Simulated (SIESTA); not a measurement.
Ni under changes of volume

One of the cells (10.569 Å³/atom); the others are scaled copies at fixed shape and fractional positions:

```xyz
2
Lattice="2.4480 0.0000 0.0000 -1.2240 2.1201 0.0000 0.0000 0.0000 4.0728" Properties=species:S:1:pos:R:3 pbc="T T T"
Ni    1.2240    0.7067    3.0546
Ni    0.0000    1.4134    1.0182
```

This isn't the form of Ni at room conditions, which is fcc.

| Item | Value |
| --- | --- |
| Program | SIESTA 5.4.2 |
| Functional | LDA |
| Potentials or basis | PseudoDojo 0.4 standard (LDA files) |
| Basis | DZP (energy shift 0.003 Ry; two zetas on semicore shells) |
| Grid cutoff | 800 Ry |
| Energy shift | 0.003 Ry |
| k mesh | 9 × 9 × 5 |
| Occupations | fermi-dirac, width 0.05 eV |
| Spin | collinear spin, ferromagnetic start |
| Starting moments | [1.0, 1.0] μB |

| volume (Å³/atom) | energy over the lowest point (meV/atom) | pressure (GPa) | moment (μB per cell) |
| --- | --- | --- | --- |
| 9.935 | 0.27 | 3.2 | 1.06 |
| 10.146 | 0.00 | -2.3 | 1.06 |
| 10.357 | 6.77 | -7.5 | 1.07 |
| 10.569 | 19.71 | -11.8 | 1.08 |
| 10.780 | 38.13 | -15.6 | 1.08 |
| 10.992 | ? | ? | ? |
| 11.203 | 89.10 | -22.2 | 1.10 |

Task: What does the run at 10.992 Å³/atom give?

Result: Energy over the lowest point 61.46 meV/atom; pressure -19.3 GPa; moment 1.09 μB per cell.

Worked out: A Birch-Murnaghan fit of order 3 (a polynomial in V^(-2/3)) to the other rows has its minimum at 10.05 Å³/atom with B0 = V·E''(V) = 266 GPa and B' = 4.7 at fixed shape and positions, which overstates the stiffness. It gives 61.51 meV/atom at 10.992 Å³/atom, against the run's 61.46, and -dE/dV = -19.4 GPa, against -19.3. A straight line through the other rows of the moment, of slope 0.0324 μB per Å³/atom, gives 1.09 μB, against the run's 1.09.

Energies are extrapolated to zero smearing.

Caveats: short orbitals over semicore shells can move pressures by several GPa; the basis of atomic orbitals isn't converged, which shifts pressures, moduli and gaps.
